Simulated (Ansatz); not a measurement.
Runs of Ansatz 0.2.0 on Pb. The structure is cubic, space group Fd-3m (No. 227). Conventional cell: a = 6.878 Å, b = 6.878 Å, c = 6.878 Å, α = 90.00°, β = 90.00°, γ = 90.00°. Around Pb (site symmetry -43m) lie 4 Pb at 2.98 Å. This isn't the form of Pb at room conditions, which is fcc.

| task | level | potentials or basis | cutoff (eV) | smearing | gap on the mesh (eV) | pressure (GPa) | V0 of scaled cells (Å³/atom) | B0 (GPa) |
| --- | --- | --- | --- | --- | --- | --- | --- | --- |
| single point | PBEsol | all-electron LAPW, scalar-relativistic | 231 | gaussian 0.02 eV | none | 0.4 | - | - |
| band structure | LDA | all-electron LAPW, scalar-relativistic | 231 | fermi-dirac 0.05 eV | - | (b) | - | - |
| band structure | PBEsol | all-electron LAPW, inner shells corrected to Dirac's equation | 231 | fermi-dirac 0.05 eV | - | 0.5 | - | - |
| band structure | BLYP | all-electron LAPW, scalar-relativistic | 231 | fermi-dirac 0.05 eV | - | (a) | - | - |
| equation of state | LDA | all-electron LAPW, scalar-relativistic | - | fermi-dirac 0.05 eV | - | - | (c) | 34 |
| equation of state | PBEsol | all-electron LAPW, scalar-relativistic | - | fermi-dirac 0.05 eV | - | - | 41.26 | 30 |
| band structure | PBEsol | all-electron LAPW, non-relativistic | 231 | fermi-dirac 0.05 eV | 0.23 | 1.5 | - | - |
| single point | PBEsol | all-electron LAPW, scalar-relativistic | 231 | fermi-dirac 0.05 eV | none | 0.5 | - | - |

Alike in all rows: no spin polarisation; cell as given; k mesh 7 × 7 × 7; basis error allowed 0.001 eV/atom.

**Question.** Estimate the missing entries.

**Answer.** (a) 4.6; (b) -0.7; (c) 39.80.

Caveats: relativity is left out, which matters for the heavier elements (some runs); spin-orbit coupling is left out, which as a rule narrows the gap of such compounds by several tenths of an eV (some runs).

A k mesh can miss the band edges, and the runs leave out spin-orbit coupling on Pb.

A gap of «none» marks a metal or a gap under the smearing width.

Not every run made on this cell is shown here.
